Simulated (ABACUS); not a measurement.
The system is BN.

```
N B
1.0
     0.00000    1.81300    1.81300
     1.81300    0.00000    1.81300
     1.81300    1.81300    0.00000
N B
1 1
Direct
  0.25000 0.25000 0.25000
  0.00000 0.00000 0.00000
```

The cell is a database's computed one.

Base run:

| Item | Value |
| --- | --- |
| Program | ABACUS 3.10.1 |
| Functional | AM05 |
| Potentials or basis | PseudoDojo NC SR 0.4.1 PBEsol standard |
| Cutoff | 1143 eV |
| Density cutoff | 4572 eV |
| Basis | plane waves |
| k mesh | 10 × 10 × 10 |
| Occupations | fermi-dirac, width 0.05 eV |
| Spin | no spin polarisation |

Its results: band gap on the k mesh 4.33 eV, indirect (least direct gap 8.76 eV); pressure -6.7 GPa.

Question: After a change of settings the same cell gave: band gap on the k mesh 4.60 eV, indirect (least direct gap 8.87 eV); pressure 1.7 GPa. Which change was it?
A. functional from AM05 to PBE; potentials or basis from PseudoDojo NC SR 0.4.1 PBEsol standard to GBRV ultrasoft 1.5 PBE; cutoff from 1143 eV to 544 eV; density cutoff from 4572 eV to 4354 eV
B. functional from AM05 to BP86; potentials or basis from PseudoDojo NC SR 0.4.1 PBEsol standard to PseudoDojo NC SR 0.5 PBE stringent
C. functional from AM05 to WC; potentials or basis from PseudoDojo NC SR 0.4.1 PBEsol standard to GBRV ultrasoft 1.5 PBEsol; cutoff from 1143 eV to 544 eV; density cutoff from 4572 eV to 4354 eV

Answer: B.

Caveats: the potentials were made for another functional, which shifts forces and pressure.
